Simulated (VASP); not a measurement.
Write the native input for VASP 6.6.1 that does the following.

| Property | Result |
| --- | --- |
| Task | band structure |
| Functional | PBE |
| Potentials or basis | VASP PAW PBE potentials, release 64 (Ba_sv, Ti_sv, O) |
| Cutoff | 520 eV |
| k mesh | 6 × 6 × 6 |
| Occupations | gaussian, width 0.03 eV |
| Spin | spin-orbit coupling, no magnetisation |
| Further INCAR settings | ALGO = Normal; EDIFF = 1e-06; NBANDS = 55 |

The structure of BaTiO3 lies in POSCAR:

```
BaTiO3                                  
1.0
    3.9671433514      0.0000000000      0.0000000000
    0.0000000000      3.9671433514      0.0000000000
    0.0000000000      0.0000000000      4.0656693611
  Ba              Ti              O             
     1     1     3
Direct
     1.0000000000000000    0.0000000000000000    0.9986018169556405
     0.5000000000000000    0.5000000000000000    0.4819255879355182
     0.5000000000000000    0.5000000000000000    0.0291004766978163
     0.5000000000000000    0.0000000000000000    0.5166860592055121
     1.0000000000000000    0.5000000000000000    0.5166860592055121
```

One way to write it, as run:

INCAR

```
ALGO = Normal ; EDIFF = 1E-6
ENCUT = 520 ; GGA = PE
GGA_COMPAT = False ; ISIF = 2
ISMEAR = 0 ; KPAR = 2
LASPH = True ; LCHARG = False
LMAXMIX = 4 ; LORBIT = 11
LREAL = False ; LSORBIT = True
LWAVE = False ; MAGMOM = 0 0 0 0 0 0 0 0 0 0 0 0 0 0 0
NBANDS = 55 ; NELM = 80
PREC = Accurate ; SIGMA = 0.03
```

KPOINTS

```
k-points
0
Gamma
  6 6 6
```

KPOINTS_OPT

```
explicit points
213
Reciprocal
 0.0000000000  0.0000000000  0.0000000000 1
 0.0000000000  0.0357142857  0.0000000000 1
 0.0000000000  0.0714285714  0.0000000000 1
 0.0000000000  0.1071428571  0.0000000000 1
 0.0000000000  0.1428571429  0.0000000000 1
 0.0000000000  0.1785714286  0.0000000000 1
[... 205 lines left out ...]
 0.0000000000  0.0000000000  0.5223819600 1
 0.0000000000  0.0000000000  0.4776180400 1
```

Potentials or basis: VASP PAW PBE potentials, release 64 (Ba_sv, Ti_sv, O).

The run is started by

```console
$ cat potpaw_PBE.64/Ba_sv/POTCAR potpaw_PBE.64/Ti_sv/POTCAR potpaw_PBE.64/O/POTCAR > POTCAR
$ mpirun -np 2 vasp_ncl > vasp.out
```

Results of the run:

* Pressure: 6.5 GPa
* Largest force: 0.092 eV/Å
* Valence electrons inside the program's atomic spheres: Ba 7.99; Ti 10.26; O 5.04

It took 6.5 min on 2 MPI ranks on AMD EPYC 9R45 (Zen 5) (shared host), peak memory 0.65 GiB a rank.
